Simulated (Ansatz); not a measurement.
# BN: the cost of one run

Method: DFT PBE, scalar-relativistic, plane waves, PAW, in Ansatz 0.2.0.

1 further run of the same task is left out (set aside as unsound or not needed). Runs told in other sessions of the task aren't counted.

### 1 The starting structure

Symmetry: F-43m, No. 216, cubic system. The conventional cell has a = 3.625 Å, b = 3.625 Å, c = 3.625 Å, α = 90.00°, β = 90.00°, γ = 90.00°. B (site symmetry -43m) is surrounded by 4 N at 1.57 Å. N (site symmetry -43m) is surrounded by 4 B at 1.57 Å.

Structure file:

```
B N
1.0
     0.00000    1.81235    1.81235
     1.81235    0.00000    1.81235
     1.81235    1.81235    0.00000
B N
1 1
Direct
  0.00000 0.00000 0.00000
  0.75000 0.75000 0.75000
```

It goes back to an entry of the Materials Project.

This cell was relaxed beforehand with the same method: volume 5.95 Å³/atom, gap on the mesh 4.46 eV.

### 2 Zero of energy

The reference gives a free energy of -542.2757 eV, pressure -0.01 GPa, largest force 0.000 eV/Å and gap on the mesh 4.46 eV. It was computed beforehand with the settings of the runs below.

### 3 Normal modes

input.yaml reads:

```yaml
crystal:
  lattice:
    - [0.0, 1.8123485134, 1.8123485134]
    - [1.8123485134, 0.0, 1.8123485134]
    - [1.8123485134, 1.8123485134, 0.0]
  atoms:
    - { symbol: B, position: [0.0, 0.0, 0.0] }
    - { symbol: "N", position: [0.75, 0.75, 0.75] }
basis:
  ecutwfc: 420
kpoints:
  mp_grid: { grid: [12, 12, 12] }
hamiltonian:
  xc: pbe
scf:
  occupations: { method: gaussian, width: 0.05 }
output:
  eigenvalues: true
phonons:
  method: fd
  supercell: [1, 1, 1]
  amplitude: 0.02
  eigenvectors: true
  dielectric: false
```

Launch:

```sh
ansatz run input.yaml --threads 2 --pin off --max-ram 5120MiB --backend cpu --events-out ev --progress --plain --runs-dir out
```

What time and memory should one allow on 2 threads of Arm Neoverse V1, shared host?

About 4.1 s, with a peak of 0.31 GiB.
